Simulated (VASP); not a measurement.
GaN:

```xyz
2
Lattice="0.0000 2.2535 2.2535 2.2535 0.0000 2.2535 2.2535 2.2535 0.0000" Properties=species:S:1:pos:R:3 pbc="T T T"
Ga    0.0000    0.0000    0.0000
N     1.1268    1.1268    1.1268
```

The cell is a database's computed one.

Program: VASP 6.6.1. Alike in all runs: task band structure; potentials or basis VASP PAW PBE potentials, release 64 (Ga_d, N); no spin polarisation; cell as given; k mesh 8 × 8 × 8; cutoff (eV) 520; smearing gaussian 0.02 eV.

Q: Order these runs on this cell by their band gap on the k mesh, lowest first.
A. level r2SCAN-EpsX; exchange at q = 0 truncated; share of exact exchange 0.1665
B. level HSE06; screening parameter 0.2 1/A
C. level HSE03
D. level PBE0; exchange at q = 0 truncated

A: C (2.76 eV), B (2.99 eV), A (3.31 eV), D (3.65 eV).
